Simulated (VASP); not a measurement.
# Ge (P6_3/mmc) in VASP: further runs

Runs on Ge. Level: PBEsol. Tasks: band structure.

Program: VASP 6.6.1. These are calculated values, not measurements. Logs are shortened: lines on timing, memory, paths and dates and some standing lists are left out, and cuts for length are marked.

## (1) Starting point

Symmetry: P6_3/mmc, No. 194, hexagonal system. Conventional cell: a = 3.996 Å, b = 3.996 Å, c = 6.594 Å, α = 90.00°, β = 90.00°, γ = 120.00°. Around Ge (site symmetry 3m) lie 4 Ge at 2.45 to 2.47 Å.

This isn't the form of Ge at room conditions, which is diamond.

## (2) Band structure, PBEsol

Contents of INCAR:

```
ALGO = Fast
EDIFF = 1E-6
ENCUT = 520
GGA = PS
ICORELEVEL = 1
ISIF = 2
ISMEAR = 0
LASPH = T
LCHARG = F
LREAL = F
LWAVE = F
NBANDS = 36
NELM = 80
PREC = Accurate
SIGMA = 0.03
```

Contents of KPOINTS:

```
k-points
0
Gamma
  12 12 5
```

Contents of POSCAR:

```
Ge                                      
1.0
    3.9959447698      0.0000000000      0.0000000000
   -1.9979723849      3.4605896816      0.0000000000
    0.0000000000      0.0000000000      6.5938748915
  Ge            
     4
Direct
     0.6666666699999979    0.3333333300000021    0.0629066835698244
     0.3333333300000021    0.6666666699999979    0.5629066835698243
     0.6666666699999979    0.3333333300000021    0.4370933164301756
     0.3333333300000021    0.6666666699999979    0.9370933164301757
```

Contents of KPOINTS_OPT:

```
explicit points
141
Reciprocal
 0.0000000000  0.0000000000  0.0000000000 1
 0.0357142857  0.0000000000  0.0000000000 1
 0.0714285714  0.0000000000  0.0000000000 1
 0.1071428571  0.0000000000  0.0000000000 1
 0.1428571429  0.0000000000  0.0000000000 1
 0.1785714286  0.0000000000  0.0000000000 1
[... 133 lines left out ...]
 0.5000000000  0.0000000000  0.5000000000 1
 0.5000000000  0.0000000000  0.0000000000 1
```

Potentials or basis: VASP PAW PBE potentials, release 64 (Ge_d).

Run with:

```sh
$ cat potpaw_PBE.64/Ge_d/POTCAR > POTCAR
$ mpirun -np 1 vasp_std > vasp.out
```

OUTCAR:

```text
EDIFF = 1E-6
   ENCUT = 520
   GGA = PS
   ISIF = 2
   ISMEAR = 0
   LASPH = T
   LREAL = F
   NELM = 80
   PREC = Accurate

 ion  position               nearest neighbor table
   1  0.667  0.333  0.063-   4 2.45   4 2.45   4 2.45   3 2.47
   2  0.333  0.667  0.563-   3 2.45   3 2.45   3 2.45   4 2.47
   3  0.667  0.333  0.437-   2 2.45   2 2.45   2 2.45   1 2.47
   4  0.333  0.667  0.937-   1 2.45   1 2.45   1 2.45   2 2.47

  LATTYP: Found a hexagonal cell.
 ALAT       =     3.9959447698
 C/A-ratio  =     1.6501416489

  Lattice vectors:

 A1 = (   3.9959447698,   0.0000000000,   0.0000000000)
 A2 = (  -1.9979723849,   3.4605896816,   0.0000000000)
 A3 = (   0.0000000000,   0.0000000000,   6.5938748915)

Analysis of symmetry for initial positions (statically):
=====================================================================
 Subroutine PRICEL returns:
 Original cell was already a primitive cell.

 Routine SETGRP: Setting up the symmetry group for a
 hexagonal supercell.

 Subroutine GETGRP returns: Found 24 space group operations
 (whereof 12 operations were pure point group operations)
 out of a pool of 24 trial point group operations.

The static configuration has the point symmetry D_3d.
 The point group associated with its full space group is D_6h.

Analysis of symmetry for dynamics (positions and initial velocities):
=====================================================================
 Subroutine PRICEL returns:
 Original cell was already a primitive cell.

 Routine SETGRP: Setting up the symmetry group for a
 hexagonal supercell.

 Subroutine GETGRP returns: Found 24 space group operations
 (whereof 12 operations were pure point group operations)
 out of a pool of 24 trial point group operations.

The dynamic configuration has the point symmetry D_3d.
 The point group associated with its full space group is D_6h.

 Subroutine INISYM returns: Found 24 space group operations
 (whereof 12 operations are pure point group operations),
 and found     1 'primitive' translations

----------------------------------------------------------------------------------------

                                     Primitive cell

  volume of cell :      91.1822

  direct lattice vectors                    reciprocal lattice vectors
     3.995944770  0.000000000  0.000000000     0.250253709  0.144484046  0.000000000
    -1.997972385  3.460589682  0.000000000     0.000000000  0.288968093  0.000000000
     0.000000000  0.000000000  6.593874891     0.000000000  0.000000000  0.151655895

  length of vectors
     3.995944770  3.995944769  6.593874891     0.288968093  0.288968093  0.151655895

  position of ions in fractional coordinates (direct lattice)
     0.666666670  0.333333330  0.062906684
     0.333333330  0.666666670  0.562906684
     0.666666670  0.333333330  0.437093316
     0.333333330  0.666666670  0.937093316

  ion indices of the primitive-cell ions
   primitive index   ion index
                 1           1
                 2           2
                 3           3
                 4           4

----------------------------------------------------------------------------------------

 KPOINTS: k-points

Automatic generation of k-mesh.
 Grid dimensions read from file:
 generate k-points for:   12   12    5

 Generating k-lattice:

  Cartesian coordinates                     Fractional coordinates (reciprocal lattice)
     0.020854476  0.012040337  0.000000000     0.083333333  0.000000000  0.000000000
     0.000000000  0.024080674  0.000000000     0.000000000  0.083333333  0.000000000
     0.000000000  0.000000000  0.030331179     0.000000000  0.000000000  0.200000000

  Length of vectors
     0.024080674  0.024080674  0.030331179

  Shift w.r.t. Gamma in fractional coordinates (k-lattice)
     0.000000000  0.000000000  0.000000000

 Subroutine IBZKPT returns following result:
 ===========================================

 Found     57 irreducible k-points:

 Following reciprocal coordinates:
            Coordinates               Weight
  0.000000  0.000000  0.000000      1.000000
  0.083333 -0.000000  0.000000      6.000000
  0.166667 -0.000000  0.000000      6.000000
  0.250000 -0.000000  0.000000      6.000000
  0.333333 -0.000000  0.000000      6.000000
  0.416667  0.000000  0.000000      6.000000
[... 16 lines left out ...]
  0.250000 -0.000000  0.200000     12.000000
  0.333333 -0.000000  0.200000     12.000000
 [... further k-points ...]
   k-points           NKPTS =     57   k-points in BZ     NKDIM =     57   number of bands    NBANDS=     36
   number of dos      NEDOS =    301   number of ions     NIONS =      4
   total plane-waves  NPLWV =  45000
   dimension x,y,z NGX =    30 NGY =   30 NGZ =   50
   dimension x,y,z NGXF=    60 NGYF=   60 NGZF=  100
   ions per type =               4
   NGX,Y,Z   is equivalent  to a cutoff of  12.48, 12.48, 12.61 a.u.
   NGXF,Y,Z  is equivalent  to a cutoff of  24.96, 24.96, 25.21 a.u.
 SYSTEM =  unknown system
   PREC   = accura    normal or accurate (medium, high low for compatibility)
   ISTART =      0    job   : 0-new  1-cont  2-samecut
   ICHARG =      2    charge: 1-file 2-atom 10-const
   ISPIN  =      1    spin polarized calculation?
   LNONCOLLINEAR =      F non collinear calculations
   LSORBIT =      F    spin-orbit coupling
   LASPH  =      T    aspherical Exc in radial PAW
   ENCUT  =  520.0 eV  38.22 Ry    6.18 a.u.   7.43  7.43 12.26*2*pi/ulx,y,z
   NELM   =     80;   NELMIN=  2; NELMDL= -5     # of ELM steps
   EDIFF  = 0.1E-05   stopping-criterion for ELM
   LREAL  =      F    real-space projection
   EDIFFG = 0.1E-04   stopping-criterion for IOM
   NSW    =      0    number of steps for IOM
   IBRION =     -1    ionic relax: 0-MD 1-quasi-New 2-CG
   NFREE  =      0    steps in history (QN), initial steepest desc. (CG)
   ISIF   =      2    stress and relaxation
   ISYM   =      2    0-nonsym 1-usesym 2-fastsym
   POTIM  = 0.5000    time-step for ionic-motion
   TEBEG  =    0.0;   TEEND  =   0.0 temperature during run
   PSTRESS=    0.0 pullay stress
   NELECT =      56.0000    total number of electrons
   NUPDOWN=      -1.0000    fix difference up-down
   EMIN   =  10.00;   EMAX   =-10.00  energy-range for DOS
   EFERMI =   0.00;   METHOD = LEGACY
   ISMEAR =     0;   SIGMA  =   0.03  broadening in eV -4-tet -1-fermi 0-gaus
   EFERMI_NEDOS =   21; number of points for ismear=-14 and -15
   IALGO  =     68    algorithm
   IMIX   =      4    mixing-type and parameters
     AMIX     =   0.40;   BMIX     =  1.00
     AMIX_MAG =   1.60;   BMIX_MAG =  1.00
  volume/ion in A,a.u.               =      22.80       153.83
  Fermi-wavevector in a.u.,A,eV,Ry     =   1.391556  2.629660 26.346711  1.936429
  Thomas-Fermi vector in A             =   2.515384
   LORBIT       =      0    0 simple, 1 ext, 2 COOP (PROOUT), +10 PAW based schemes
   GGA     = PS    functional components
   LHFCALC =     F    Hartree Fock is set to
   AEXX    =    0.0000 exact exchange contribution
   IVDW    =     0    specifies the selected vdW correction
   LEPSILON=     F    determine dielectric tensor
   LRPA    =     F    only Hartree local field effects (RPA)
 non-spin polarized calculation
 RMM-DIIS sequential band-by-band and
 Gauss-broadening in eV      SIGMA  =   0.03
  energy-cutoff  :      520.00
  volume of cell :       91.18
 maximum number of plane-waves:      2485
 NGX is ok and might be reduce to    30
   NGX = 15   NGY = 15   NGZ = 25

 number of electron      56.0000054 magnetization

 Free energy of the ion-electron system (eV)
  ---------------------------------------------------
  ext. energy  EPLUGINS =         0.00000000
  ---------------------------------------------------
  free energy    TOTEN  =       -19.68388068 eV

  energy without entropy =      -19.68376079  energy(sigma->0) =      -19.68382073

 the core state eigenenergies are
   1-  1s -10950.3451  2s  -1362.1607  2p  -1189.0242  3s   -159.0080  3p   -106.1350

   2-  1s -10950.3451  2s  -1362.1607  2p  -1189.0242  3s   -159.0080  3p   -106.1350

   3-  1s -10950.3451  2s  -1362.1607  2p  -1189.0242  3s   -159.0080  3p   -106.1350

   4-  1s -10950.3451  2s  -1362.1607  2p  -1189.0242  3s   -159.0080  3p   -106.1350

 E-fermi :   4.8340     XC(G=0): -10.0905

 val. band max:        4.8225222254   @ k =   0.0000   0.0000   0.0000
 cond. band min:       4.8395797779   @ k =   0.0000   0.0000   0.2000
 fundamental gap:      0.0170575525
 Fermi energy:         4.8340238404

 k-point     1 :       0.0000    0.0000    0.0000
  band No.  band energies     occupation
      1     -19.9971      2.00000
      2     -19.9971      2.00000
      3     -19.9590      2.00000
      4     -19.9585      2.00000
      5     -19.9585      2.00000
      6     -19.9458      2.00000
[... 28 lines left out ...]
     35       9.3878      0.00000
     36      10.7918      0.00000

 k-point     2 :       0.0833   -0.0000    0.0000
  band No.  band energies     occupation
      1     -20.0019      2.00000
      2     -19.9986      2.00000
      3     -19.9637      2.00000
      4     -19.9611      2.00000
      5     -19.9585      2.00000
      6     -19.9398      2.00000
[... 28 lines left out ...]
     35       9.6987      0.00000
     36      11.2948      0.00000

 k-point     3 :       0.1667   -0.0000    0.0000
  band No.  band energies     occupation
      1     -20.0101      2.00000
      2     -20.0017      2.00000
      3     -19.9724      2.00000
      4     -19.9667      2.00000
      5     -19.9576      2.00000
      6     -19.9307      2.00000
[... 28 lines left out ...]
     35      10.5082      0.00000
     36      10.5560      0.00000
[... 742 lines left out ...]
 k-point    23 :       0.2500   -0.0000    0.2000
  band No.  band energies     occupation
      1     -20.0111      2.00000
      2     -20.0020      2.00000
      3     -19.9788      2.00000
      4     -19.9764      2.00000
      5     -19.9582      2.00000
      6     -19.9252      2.00000
[... 28 lines left out ...]
     35      11.0958      0.00000
     36      11.2594      0.00000

 k-point    24 :       0.3333   -0.0000    0.2000
  band No.  band energies     occupation
      1     -20.0119      2.00000
      2     -20.0036      2.00000
      3     -19.9867      2.00000
      4     -19.9802      2.00000
      5     -19.9510      2.00000
      6     -19.9200      2.00000
[... 28 lines left out ...]
     35      11.8457      0.00000
     36      12.3504      0.00000

 [... further k-points ...]
[... 5 lines left out ...]
  --------------------------------------------------------------------------------------
  -------------------------------------------------------------------------------------
  Total       -0.0642041     -0.0642041     -0.0556590      0.0000000     -0.0000000      0.0000000
  in kB       -1.1281400     -1.1281400     -0.9779925      0.0000000     -0.0000000      0.0000000
  external PRESSURE =      -1.0780908 kB  Pullay stress =       0.0000000 kB

 VOLUME and BASIS-vectors are now :
 -----------------------------------------------------------------------------
  energy-cutoff  :      520.00
  volume of cell :       91.18
      direct lattice vectors                 reciprocal lattice vectors
     3.995944770  0.000000000  0.000000000     0.250253709  0.144484046  0.000000000
    -1.997972385  3.460589682  0.000000000     0.000000000  0.288968093  0.000000000
     0.000000000  0.000000000  6.593874891     0.000000000  0.000000000  0.151655895

 POSITION                                       TOTAL-FORCE (eV/Angst)
 -----------------------------------------------------------------------------------
      1.99797      1.15353      0.41480         0.000000      0.000000     -0.002801
     -0.00000      2.30706      3.71174        -0.000000     -0.000000     -0.002801
      1.99797      1.15353      2.88214        -0.000000      0.000000      0.002801
     -0.00000      2.30706      6.17908        -0.000000      0.000000      0.002801
 -----------------------------------------------------------------------------------
    total drift:                                0.000007     -0.000004      0.000003

  FREE ENERGIE OF THE ION-ELECTRON SYSTEM (eV)
  ---------------------------------------------------
  free  energy   TOTEN  =       -19.6838806784 eV

  energy  without entropy=      -19.6837607858  energy(sigma->0) =      -19.68382073
```

Wall time 3.2 min (1 thread of Intel Xeon 6975P-C (Granite Rapids), shared host); peak memory 0.36 GiB.

What came out:

* Free energy: -19.6839 eV
* Pressure: -0.1 GPa
* Band gap along the path: none (metal or under the smearing width)

Forces in eV/Å, atoms in the order of the input:
```
Ge   0.000  0.000 -0.003
Ge   0.000  0.000 -0.003
Ge   0.000  0.000  0.003
Ge   0.000  0.000  0.003
```

Levels at the corners of the path, in eV from the Fermi level:
```tsv
point	band 25	band 26	band 27	band 28	band 29	band 30	band 31	band 32
Γ	-1.47	-0.15	-0.12	-0.01	0.13	0.13	2.25	2.25
M	-4.60	-3.07	-2.83	-1.44	0.47	1.62	3.50	3.69
M	-4.60	-3.07	-2.83	-1.44	0.47	1.62	3.50	3.69
K	-5.01	-3.48	-3.48	-3.21	1.40	4.57	4.57	5.09
K	-5.01	-3.48	-3.48	-3.21	1.40	4.57	4.57	5.09
Γ	-1.47	-0.15	-0.12	-0.01	0.13	0.13	2.25	2.25
Γ	-1.47	-0.15	-0.12	-0.01	0.13	0.13	2.25	2.25
A	-0.85	-0.85	-0.85	-0.85	0.66	0.66	3.36	3.36
A	-0.85	-0.85	-0.85	-0.85	0.66	0.66	3.36	3.36
L	-2.55	-2.55	-2.41	-2.41	0.48	0.48	2.07	2.07
L	-2.55	-2.55	-2.41	-2.41	0.48	0.48	2.07	2.07
H	-4.31	-4.31	-2.02	-2.02	1.22	1.22	4.06	4.06
H	-4.31	-4.31	-2.02	-2.02	1.22	1.22	4.06	4.06
A	-0.85	-0.85	-0.85	-0.85	0.66	0.66	3.36	3.36
L	-2.55	-2.55	-2.41	-2.41	0.48	0.48	2.07	2.07
M	-4.60	-3.07	-2.83	-1.44	0.47	1.62	3.50	3.69
K	-5.01	-3.48	-3.48	-3.21	1.40	4.57	4.57	5.09
H	-4.31	-4.31	-2.02	-2.02	1.22	1.22	4.06	4.06
```

Core levels (eV, on the scale of the bands):
```csv
atom,levels
1 Ge,"1s -10950.3, 2s -1362.2, 2p -1189.0, 3s -159.0, 3p -106.1"
2 Ge,"1s -10950.3, 2s -1362.2, 2p -1189.0, 3s -159.0, 3p -106.1"
3 Ge,"1s -10950.3, 2s -1362.2, 2p -1189.0, 3s -159.0, 3p -106.1"
4 Ge,"1s -10950.3, 2s -1362.2, 2p -1189.0, 3s -159.0, 3p -106.1"
```

Caveat: the PAW data sets were made with another functional, which shifts forces and pressure a little.

## (3) Band structure, PBEsol

Contents of INCAR:

```
SYSTEM = Ge
ALGO     = Normal         ! electronic algorithm
EDIFF    = 1E-6           ! SCF threshold, eV
ENCUT    = 520            ! plane-wave cutoff, eV
GGA      = PS             ! functional
ICORELEVEL= 1            
ISIF     = 2              ! what is computed and relaxed
ISMEAR   = 0              ! smearing method
LASPH    = .TRUE.         ! aspherical terms in the spheres
LCHARG   = .FALSE.        ! write CHGCAR
LREAL    = .FALSE.        ! projectors in reciprocal space
LWAVE    = .FALSE.        ! write WAVECAR
NBANDS   = 36             ! bands
NELM     = 80             ! most SCF steps
PREC     = Accurate       ! precision mode
SIGMA    = 0.03           ! smearing width, eV
```

Contents of KPOINTS:

```
k-points
0
G
  12 12 5
  0 0 0
```

POSCAR is that of step 2.

KPOINTS_OPT is that of step 2.

Potentials or basis: VASP PAW PBE potentials, release 64 (Ge_d).

Run with:

```sh
$ cat potpaw_PBE.64/Ge_d/POTCAR > POTCAR
$ mpirun -np 1 vasp_std > vasp.out
```

Wall time 4.3 min (1 thread of Intel Xeon Platinum 8488C (Sapphire Rapids), shared host); peak memory 0.35 GiB.

It converged, with:

```yaml
Free_energy: -19.6839 eV
Pressure: -0.1 GPa
Band_gap_along_the_path: none (metal or under the smearing width)
```

Forces on the atoms (eV/Å):
```
Ge   0.000  0.000 -0.003
Ge   0.000  0.000 -0.003
Ge   0.000  0.000  0.003
Ge   0.000  0.000  0.003
```

Levels at the corners of the path, in eV from the Fermi level:
| point | band 24 | band 25 | band 26 | band 27 | band 28 | band 29 | band 30 | band 31 | band 32 | band 33 |
| --- | --- | --- | --- | --- | --- | --- | --- | --- | --- | --- |
| Γ | -1.47 | -1.47 | -0.15 | -0.12 | -0.01 | 0.13 | 0.13 | 2.25 | 2.25 | 2.75 |
| M | -6.75 | -4.60 | -3.07 | -2.83 | -1.44 | 0.47 | 1.62 | 3.50 | 3.69 | 4.32 |
| M | -6.75 | -4.60 | -3.07 | -2.83 | -1.44 | 0.47 | 1.62 | 3.50 | 3.69 | 4.32 |
| K | -7.59 | -5.01 | -3.48 | -3.48 | -3.21 | 1.40 | 4.57 | 4.57 | 5.09 | 5.09 |
| K | -7.59 | -5.01 | -3.48 | -3.48 | -3.21 | 1.40 | 4.57 | 4.57 | 5.09 | 5.09 |
| Γ | -1.47 | -1.47 | -0.15 | -0.12 | -0.01 | 0.13 | 0.13 | 2.25 | 2.25 | 2.75 |
| Γ | -1.47 | -1.47 | -0.15 | -0.12 | -0.01 | 0.13 | 0.13 | 2.25 | 2.25 | 2.75 |
| A | -4.81 | -0.85 | -0.85 | -0.85 | -0.85 | 0.66 | 0.66 | 3.36 | 3.36 | 3.36 |
| A | -4.81 | -0.85 | -0.85 | -0.85 | -0.85 | 0.66 | 0.66 | 3.36 | 3.36 | 3.36 |
| L | -7.88 | -2.55 | -2.55 | -2.41 | -2.41 | 0.48 | 0.48 | 2.07 | 2.07 | 6.10 |
| L | -7.88 | -2.55 | -2.55 | -2.41 | -2.41 | 0.48 | 0.48 | 2.07 | 2.07 | 6.10 |
| H | -8.17 | -4.31 | -4.31 | -2.02 | -2.02 | 1.22 | 1.22 | 4.06 | 4.06 | 5.78 |
| H | -8.17 | -4.31 | -4.31 | -2.02 | -2.02 | 1.22 | 1.22 | 4.06 | 4.06 | 5.78 |
| A | -4.81 | -0.85 | -0.85 | -0.85 | -0.85 | 0.66 | 0.66 | 3.36 | 3.36 | 3.36 |
| L | -7.88 | -2.55 | -2.55 | -2.41 | -2.41 | 0.48 | 0.48 | 2.07 | 2.07 | 6.10 |
| M | -6.75 | -4.60 | -3.07 | -2.83 | -1.44 | 0.47 | 1.62 | 3.50 | 3.69 | 4.32 |
| K | -7.59 | -5.01 | -3.48 | -3.48 | -3.21 | 1.40 | 4.57 | 4.57 | 5.09 | 5.09 |
| H | -8.17 | -4.31 | -4.31 | -2.02 | -2.02 | 1.22 | 1.22 | 4.06 | 4.06 | 5.78 |

Core levels (eV, on the scale of the bands):
```tsv
atom	levels
1 Ge	1s -10950.3, 2s -1362.2, 2p -1189.0, 3s -159.0, 3p -106.1
2 Ge	1s -10950.3, 2s -1362.2, 2p -1189.0, 3s -159.0, 3p -106.1
3 Ge	1s -10950.3, 2s -1362.2, 2p -1189.0, 3s -159.0, 3p -106.1
4 Ge	1s -10950.3, 2s -1362.2, 2p -1189.0, 3s -159.0, 3p -106.1
```

Caveat: the PAW data sets were made with another functional, which shifts forces and pressure a little.
